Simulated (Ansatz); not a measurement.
## Nb3N5 — electric field gradients

The cell is a computed structure from the Materials Project (it need not be an observed phase).

```cif
data_Nb3N5
_symmetry_space_group_name_H-M 'Cmcm'
_symmetry_Int_Tables_number 63
_cell_length_a 3.8993
_cell_length_b 10.3988
_cell_length_c 10.3936
_cell_angle_alpha 90.000
_cell_angle_beta 90.000
_cell_angle_gamma 90.000
loop_
_atom_site_label
_atom_site_type_symbol
_atom_site_symmetry_multiplicity
_atom_site_Wyckoff_symbol
_atom_site_fract_x
_atom_site_fract_y
_atom_site_fract_z
Nb1 Nb 8 f 0.5000 0.6308 0.4403
Nb3 Nb 4 c 0.5000 0.7023 0.7500
N7 N 8 f 0.5000 0.8088 0.9254
N8 N 8 f 0.5000 0.5474 0.6196
N11 N 4 c 0.5000 0.7355 0.2500
```

One atom of each set is listed; the run and its k-mesh use a cell of 16 atoms with edges of 5.55, 5.55, 10.39 Å.

All values are calculated (Ansatz; DFT, r2SCAN, plane waves and PAW, scalar-relativistic, 500 eV cutoff, Γ-centred 8×8×3 k-points, Fermi–Dirac smearing 0.02 eV), not measured.

C_Q = eQV_zz/h, which is 24.18 MHz for Q = 1 b and V_zz = 10²¹ V/m²; η = (V_xx − V_yy)/V_zz.

Nb-93: I = 9/2, Q = -320.0 mb; ¹⁴N: I = 1, Q = 20.44 mb. Nuclear quadrupole moments: year-2017 set (Pyykkö).

(1) Which values are expected at the nuclei?

Answers

(1) 

| site | atoms | first shell | V_xx, V_yy, V_zz (10²¹ V/m²) | η | C_Q (MHz) |
| --- | --- | --- | --- | --- | --- |
| Nb1 | 4 | 6 N at 1.96–2.32 Å | -0.55, -3.23, 3.78 | 0.71 | -29.2 |
| Nb3 | 2 | 6 N at 2.05–2.13 Å | -0.12, -3.51, 3.63 | 0.93 | -28.1 |
| N7 | 4 | 4 Nb at 2.05–2.32 Å | -0.13, -0.38, 0.50 | 0.50 | 0.248 |
| N8 | 4 | 3 Nb at 1.96–2.10 Å | 0.61, 1.92, -2.52 | 0.52 | -1.25 |
| N11 | 2 | 4 Nb at 2.05–2.26 Å | -0.12, -0.77, 0.90 | 0.73 | 0.444 |

At this cell the r2SCAN pressure is -6 GPa, so with r2SCAN the cell would shrink if it were relaxed. The entry's cell may itself be off. The largest force is 0.4 eV/Å, so the atoms aren't at the calculated equilibrium and relaxing them would move these values. Without spin–orbit coupling (the program notes it for Nb) the gradients can shift somewhat, as the gap is small. Where η is near 1 the sign of V_zz means little.
